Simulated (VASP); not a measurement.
# InP (lda) (F-43m) in VASP: notebook

InP (lda) is run at these levels: LDA; tasks: single point, relaxation of cell and atoms.

Program: VASP 6.6.1. These are calculated values, not measurements. Logs are shortened: lines on timing, memory, paths and dates and some standing lists are left out, and cuts for length are marked.

**Measured values to compare with.**

A printed reference work, data compilation reports, for a bulk crystal of InP at 1.6 K: band gap 1.4236 eV (direct).

How close the calculation comes is told below.

### 1 The cell of the first run

The structure is cubic, space group F-43m (No. 216). The conventional cell has a = 5.827 Å, b = 5.827 Å, c = 5.827 Å, α = 90.00°, β = 90.00°, γ = 90.00°. In (site symmetry -43m) has 4 P at 2.52 Å within 3.3 Å. Within 3.3 Å of P (site symmetry -43m) lie 4 In at 2.52 Å.

### 2 Single point, LDA

Contents of INCAR:

```
ALGO = Normal
EDIFF = 1E-6
ENCUT = 520
GGA = CA
ISIF = 2
ISMEAR = 0
LASPH = T
LCHARG = F
LREAL = F
LWAVE = F
NBANDS = 16
NELM = 100
PREC = Accurate
SIGMA = 0.02
```

Contents of KPOINTS:

```
k-points
0
Gamma
  10 10 10
```

Contents of POSCAR:

```
InP
1.0
    0.0000000000      2.9135471974      2.9135471974
    2.9135471974      0.0000000000      2.9135471974
    2.9135471974      2.9135471974      0.0000000000
In P
1 1
Direct
    0.0000000000      0.0000000000      0.0000000000
    0.2500000000      0.2500000000      0.2500000000
```

Potentials or basis: VASP PAW LDA potentials, release 64 (In_d, P).

Run with:

```
> cat potpaw_LDA.64/In_d/POTCAR potpaw_LDA.64/P/POTCAR > POTCAR
> mpirun -np 1 vasp_std > vasp.out
```

OUTCAR:

```text
EDIFF = 1E-6
   ENCUT = 520
   GGA = CA
   ISIF = 2
   ISMEAR = 0
   LASPH = T
   LREAL = F
   NELM = 100
   PREC = Accurate

 ion  position               nearest neighbor table
   1  0.000  0.000  0.000-   2 2.52   2 2.52   2 2.52   2 2.52
   2  0.250  0.250  0.250-   1 2.52   1 2.52   1 2.52   1 2.52

  LATTYP: Found a face centered cubic cell.
 ALAT       =     5.8270943948

  Lattice vectors:

 A1 = (   0.0000000000,   2.9135471974,   2.9135471974)
 A2 = (   2.9135471974,   0.0000000000,   2.9135471974)
 A3 = (   2.9135471974,   2.9135471974,   0.0000000000)

Analysis of symmetry for initial positions (statically):
=====================================================================
 Subroutine PRICEL returns:
 Original cell was already a primitive cell.

 Routine SETGRP: Setting up the symmetry group for a
 face centered cubic supercell.

 Subroutine GETGRP returns: Found 24 space group operations
 (whereof 24 operations were pure point group operations)
 out of a pool of 48 trial point group operations.

The static configuration has the point symmetry T_d .

Analysis of symmetry for dynamics (positions and initial velocities):
=====================================================================
 Subroutine PRICEL returns:
 Original cell was already a primitive cell.

 Routine SETGRP: Setting up the symmetry group for a
 face centered cubic supercell.

 Subroutine GETGRP returns: Found 24 space group operations
 (whereof 24 operations were pure point group operations)
 out of a pool of 48 trial point group operations.

The dynamic configuration has the point symmetry T_d .

 Subroutine INISYM returns: Found 24 space group operations
 (whereof 24 operations are pure point group operations),
 and found     1 'primitive' translations

----------------------------------------------------------------------------------------

                                     Primitive cell

  volume of cell :      49.4648

  direct lattice vectors                    reciprocal lattice vectors
     0.000000000  2.913547197  2.913547197    -0.171612116  0.171612116  0.171612116
     2.913547197  0.000000000  2.913547197     0.171612116 -0.171612116  0.171612116
     2.913547197  2.913547197  0.000000000     0.171612116  0.171612116 -0.171612116

  length of vectors
     4.120377961  4.120377961  4.120377961     0.297240904  0.297240904  0.297240904

  position of ions in fractional coordinates (direct lattice)
     0.000000000  0.000000000  0.000000000
     0.250000000  0.250000000  0.250000000

  ion indices of the primitive-cell ions
   primitive index   ion index
                 1           1
                 2           2

----------------------------------------------------------------------------------------

 KPOINTS: k-points

Automatic generation of k-mesh.
 Grid dimensions read from file:
 generate k-points for:   10   10   10

 Generating k-lattice:

  Cartesian coordinates                     Fractional coordinates (reciprocal lattice)
    -0.017161212  0.017161212  0.017161212     0.100000000  0.000000000  0.000000000
     0.017161212 -0.017161212  0.017161212     0.000000000  0.100000000  0.000000000
     0.017161212  0.017161212 -0.017161212     0.000000000  0.000000000  0.100000000

  Length of vectors
     0.029724090  0.029724090  0.029724090

  Shift w.r.t. Gamma in fractional coordinates (k-lattice)
     0.000000000  0.000000000  0.000000000

 Subroutine IBZKPT returns following result:
 ===========================================

 Found     47 irreducible k-points:

 Following reciprocal coordinates:
            Coordinates               Weight
  0.000000  0.000000  0.000000      1.000000
  0.100000  0.000000  0.000000      8.000000
  0.200000  0.000000  0.000000      8.000000
  0.300000  0.000000  0.000000      8.000000
  0.400000  0.000000  0.000000      8.000000
  0.500000  0.000000  0.000000      4.000000
[... 16 lines left out ...]
  0.300000  0.300000  0.000000      6.000000
  0.400000  0.300000  0.000000     24.000000
 [... further k-points ...]
   k-points           NKPTS =     47   k-points in BZ     NKDIM =     47   number of bands    NBANDS=     16
   number of dos      NEDOS =    301   number of ions     NIONS =      2
   total plane-waves  NPLWV =  32768
   dimension x,y,z NGX =    32 NGY =   32 NGZ =   32
   dimension x,y,z NGXF=    64 NGYF=   64 NGZF=   64
   ions per type =               1   1
   NGX,Y,Z   is equivalent  to a cutoff of  12.91, 12.91, 12.91 a.u.
   NGXF,Y,Z  is equivalent  to a cutoff of  25.82, 25.82, 25.82 a.u.
 SYSTEM =  unknown system
   PREC   = accura    normal or accurate (medium, high low for compatibility)
   ISTART =      0    job   : 0-new  1-cont  2-samecut
   ICHARG =      2    charge: 1-file 2-atom 10-const
   ISPIN  =      1    spin polarized calculation?
   LNONCOLLINEAR =      F non collinear calculations
   LSORBIT =      F    spin-orbit coupling
   LASPH  =      T    aspherical Exc in radial PAW
   ENCUT  =  520.0 eV  38.22 Ry    6.18 a.u.   7.66  7.66  7.66*2*pi/ulx,y,z
   NELM   =    100;   NELMIN=  2; NELMDL= -5     # of ELM steps
   EDIFF  = 0.1E-05   stopping-criterion for ELM
   LREAL  =      F    real-space projection
   EDIFFG = 0.1E-04   stopping-criterion for IOM
   NSW    =      0    number of steps for IOM
   IBRION =     -1    ionic relax: 0-MD 1-quasi-New 2-CG
   NFREE  =      0    steps in history (QN), initial steepest desc. (CG)
   ISIF   =      2    stress and relaxation
   ISYM   =      2    0-nonsym 1-usesym 2-fastsym
   POTIM  = 0.5000    time-step for ionic-motion
   TEBEG  =    0.0;   TEEND  =   0.0 temperature during run
   PSTRESS=    0.0 pullay stress
   NELECT =      18.0000    total number of electrons
   NUPDOWN=      -1.0000    fix difference up-down
   EMIN   =  10.00;   EMAX   =-10.00  energy-range for DOS
   EFERMI =   0.00;   METHOD = LEGACY
   ISMEAR =     0;   SIGMA  =   0.02  broadening in eV -4-tet -1-fermi 0-gaus
   EFERMI_NEDOS =   21; number of points for ismear=-14 and -15
   IALGO  =     38    algorithm
   IMIX   =      4    mixing-type and parameters
     AMIX     =   0.40;   BMIX     =  1.00
     AMIX_MAG =   1.60;   BMIX_MAG =  1.00
  volume/ion in A,a.u.               =      24.73       166.90
  Fermi-wavevector in a.u.,A,eV,Ry     =   1.168782  2.208678 18.586265  1.366052
  Thomas-Fermi vector in A             =   2.305264
   LORBIT       =      0    0 simple, 1 ext, 2 COOP (PROOUT), +10 PAW based schemes
   GGA     = CA    functional components
   LHFCALC =     F    Hartree Fock is set to
   AEXX    =    0.0000 exact exchange contribution
   IVDW    =     0    specifies the selected vdW correction
   LEPSILON=     F    determine dielectric tensor
   LRPA    =     F    only Hartree local field effects (RPA)
 non-spin polarized calculation
 Gauss-broadening in eV      SIGMA  =   0.02
  energy-cutoff  :      520.00
  volume of cell :       49.46
 maximum number of plane-waves:      1363
   NGX = 15   NGY = 15   NGZ = 15

 number of electron      17.9999998 magnetization

 Free energy of the ion-electron system (eV)
  ---------------------------------------------------
  ext. energy  EPLUGINS =         0.00000000
  ---------------------------------------------------
  free energy    TOTEN  =        -9.67414432 eV

  energy without entropy =       -9.67414432  energy(sigma->0) =       -9.67414432

 E-fermi :   5.3037     XC(G=0):  -9.6862

 val. band max:        5.2021629262   @ k =   0.0000   0.0000   0.0000
 cond. band min:       5.8075058961   @ k =   0.0000   0.0000   0.0000
 fundamental gap:      0.6053429699
 Fermi energy:         5.3036791224

 k-point     1 :       0.0000    0.0000    0.0000
  band No.  band energies     occupation
      1      -9.0215      2.00000
      2      -9.0215      2.00000
      3      -9.0215      2.00000
      4      -8.8575      2.00000
      5      -8.8575      2.00000
      6      -6.4643      2.00000
[... 8 lines left out ...]
     15      14.6814      0.00000
     16      14.6814      0.00000

 k-point     2 :       0.1000    0.0000    0.0000
  band No.  band energies     occupation
      1      -9.0349      2.00000
      2      -9.0162      2.00000
      3      -9.0162      2.00000
      4      -8.8575      2.00000
      5      -8.8575      2.00000
      6      -6.3452      2.00000
[... 8 lines left out ...]
     15      14.1445      0.00000
     16      14.1538      0.00000

 k-point     3 :       0.2000    0.0000    0.0000
  band No.  band energies     occupation
      1      -9.0686      2.00000
      2      -9.0034      2.00000
      3      -9.0034      2.00000
      4      -8.8565      2.00000
      5      -8.8565      2.00000
      6      -6.0026      2.00000
[... 8 lines left out ...]
     15      13.7029      0.00000
     16      14.3823      0.00000

 k-point     4 :       0.3000    0.0000    0.0000
  band No.  band energies     occupation
      1      -9.1078      2.00000
      2      -8.9902      2.00000
      3      -8.9902      2.00000
      4      -8.8523      2.00000
      5      -8.8523      2.00000
      6      -5.4870      2.00000
[... 8 lines left out ...]
     15      13.9955      0.00000
     16      13.9955      0.00000

 k-point     5 :       0.4000    0.0000    0.0000
  band No.  band energies     occupation
      1      -9.1379      2.00000
      2      -8.9821      2.00000
      3      -8.9821      2.00000
      4      -8.8461      2.00000
      5      -8.8461      2.00000
      6      -4.9305      2.00000
[... 8 lines left out ...]
     15      14.9781      0.00000
     16      14.9781      0.00000

 k-point     6 :       0.5000    0.0000    0.0000
  band No.  band energies     occupation
      1      -9.1491      2.00000
      2      -8.9797      2.00000
      3      -8.9797      2.00000
      4      -8.8431      2.00000
      5      -8.8431      2.00000
      6      -4.6524      2.00000
[... 8 lines left out ...]
     15      15.8461      0.00000
     16      15.8461      0.00000
[... 267 lines left out ...]
 k-point    21 :      -0.3000    0.2000    0.0000
  band No.  band energies     occupation
      1      -9.1428      2.00000
      2      -8.9735      2.00000
      3      -8.9655      2.00000
      4      -8.8574      2.00000
      5      -8.8516      2.00000
      6      -4.7859      2.00000
[... 8 lines left out ...]
     15      15.3831      0.00000
     16      16.5883      0.00000

 k-point    22 :      -0.2000    0.2000    0.0000
  band No.  band energies     occupation
      1      -9.1183      2.00000
      2      -8.9813      2.00000
      3      -8.9801      2.00000
      4      -8.8630      2.00000
      5      -8.8488      2.00000
      6      -5.3132      2.00000
[... 8 lines left out ...]
     15      15.4112      0.00000
     16      16.4453      0.00000

 k-point    23 :       0.3000    0.3000    0.0000
  band No.  band energies     occupation
      1      -9.1593      2.00000
      2      -8.9491      2.00000
      3      -8.9491      2.00000
      4      -8.8927      2.00000
      5      -8.8326      2.00000
      6      -5.1638      2.00000
[... 8 lines left out ...]
     15      15.4167      0.00000
     16      18.0386      0.00000

 k-point    24 :       0.4000    0.3000    0.0000
  band No.  band energies     occupation
      1      -9.1798      2.00000
      2      -8.9393      2.00000
      3      -8.9356      2.00000
      4      -8.8966      2.00000
      5      -8.8287      2.00000
      6      -4.7225      2.00000
[... 8 lines left out ...]
     15      15.8376      0.00000
     16      17.9060      0.00000

 [... further k-points ...]
[... 5 lines left out ...]
  --------------------------------------------------------------------------------------
  -------------------------------------------------------------------------------------
  Total        0.0025841      0.0025841      0.0025841      0.0000000      0.0000000      0.0000000
  in kB        0.0837004      0.0837004      0.0837004      0.0000000      0.0000000      0.0000000
  external PRESSURE =       0.0837004 kB  Pullay stress =       0.0000000 kB

 VOLUME and BASIS-vectors are now :
 -----------------------------------------------------------------------------
  energy-cutoff  :      520.00
  volume of cell :       49.46
      direct lattice vectors                 reciprocal lattice vectors
     0.000000000  2.913547197  2.913547197    -0.171612116  0.171612116  0.171612116
     2.913547197  0.000000000  2.913547197     0.171612116 -0.171612116  0.171612116
     2.913547197  2.913547197  0.000000000     0.171612116  0.171612116 -0.171612116

 POSITION                                       TOTAL-FORCE (eV/Angst)
 -----------------------------------------------------------------------------------
      0.00000      0.00000      0.00000         0.000000      0.000000      0.000000
      1.45677      1.45677      1.45677        -0.000000     -0.000000     -0.000000
 -----------------------------------------------------------------------------------
    total drift:                               -0.000000     -0.000000      0.000000

  FREE ENERGIE OF THE ION-ELECTRON SYSTEM (eV)
  ---------------------------------------------------
  free  energy   TOTEN  =        -9.6741443179 eV

  energy  without entropy=       -9.6741443179  energy(sigma->0) =       -9.67414432
```

It took 22 s on 1 thread of Intel Xeon Platinum 8488C (Sapphire Rapids), shared host; peak memory 0.17 GiB.

What came out:

```yaml
Free_energy: -9.6741 eV
Pressure: 0.0 GPa
Band_gap_on_the_k_mesh: 0.61 eV, direct
```

Caveat: spin-orbit coupling is left out, which moves the levels of the heavy elements.

### 3 Relaxation of cell and atoms, LDA

This run uses another cell than the first one, of 25.17 Å³/atom, 1.018 times its volume.

Contents of INCAR:

```
ALGO     = Normal         # electronic algorithm
EDIFF    = 1E-6           # SCF threshold, eV
EDIFFG   = -0.002         # ionic threshold
ENCUT    = 600            # plane-wave cutoff, eV
IBRION   = 2              # ionic algorithm
ISIF     = 3              # what is computed and relaxed
ISMEAR   = 0              # smearing method
LASPH    = True           # aspherical terms in the spheres
LCHARG   = False          # write CHGCAR
LREAL    = False          # projectors in reciprocal space
LWAVE    = False          # write WAVECAR
NELM     = 100            # most SCF steps
NSW      = 100            # ionic steps
PREC     = Accurate       # precision mode
SIGMA    = 0.02           # smearing width, eV
```

KPOINTS is that of step 2.

Contents of POSCAR:

```
InP
1.0
    0.0000000000      2.9305000000      2.9305000000
    2.9305000000      0.0000000000      2.9305000000
    2.9305000000      2.9305000000      0.0000000000
In P
1 1
Direct
    0.0000000000      0.0000000000      0.0000000000
    0.2500000000      0.2500000000      0.2500000000
```

Potentials or basis: VASP PAW LDA potentials, release 64 (In_d, P).

Run with:

```
> cat potpaw_LDA.64/In_d/POTCAR potpaw_LDA.64/P/POTCAR > POTCAR
> mpirun -np 1 vasp_std > vasp.out
```

Run time: 55 s. Hardware: 1 thread of Intel Xeon Platinum 8488C (Sapphire Rapids), shared host; peak memory 0.2 GiB.

The run converged. Its results:

| Quantity | Value |
| --- | --- |
| Free energy | -9.6744 eV |
| Relaxed volume | 24.75 Å³/atom |
| Relaxed cell | a = 4.122 Å, b = 4.122 Å, c = 4.122 Å, α = 60.00°, β = 60.00°, γ = 60.00° |
| Space group after relaxing (to 0.05 Å) | F-43m (No. 216) |
| Energy gained by relaxing | 1.5 meV/atom |
| Ionic steps | 3 |
| Pressure after relaxing | 0.0 GPa |
| Band gap on the k mesh | 0.60 eV, direct |

The path:
| step | energy change (eV) | largest force (eV/Å) | pressure (GPa) | volume (Å³) |
| --- | --- | --- | --- | --- |
| 1 | 0.0000 | 0.0000 | -1.15 | 50.33 |
| 2 | -0.0020 | 0.0000 | 0.72 | 49.03 |
| 3 | -0.0030 | 0.0000 | 0.01 | 49.51 |

Final structure:
```xyz
2
Lattice="0.0000 2.9144 2.9144 2.9144 0.0000 2.9144 2.9144 2.9144 0.0000" Properties=species:S:1:pos:R:3 pbc="T T T"
In    0.0000    0.0000    0.0000
P     1.4572    1.4572    1.4572
```

Levels at points of the mesh, in eV from the valence-band top:
```csv
k point,band 6,band 7,band 8,band 9,band 10,band 11,band 12,band 13
"(0.00, 0.00, 0.00)",-11.66,0.00,0.00,0.00,0.60,3.96,3.96,3.96
"(0.50, 0.00, 0.00)",-9.85,-5.92,-1.02,-1.02,1.37,4.71,4.71,6.93
"(0.50, 0.50, 0.00)",-9.16,-5.93,-2.42,-2.42,1.57,2.12,9.10,9.54
```

Caveat: spin-orbit coupling is left out, which moves the levels of the heavy elements. LDA usually gives volumes a few per cent too small.

### 4 Comparison with measurements

Step 2. Measured gap of InP: 1.4236 eV (direct; 1.6 K; a printed reference work, data compilation). This calculation gives 0.61 eV (-0.82 eV). Spin-orbit coupling on In is left out. The value is that of LDA, without temperature or zero-point motion. Semilocal functionals fall short of measured gaps as a rule.
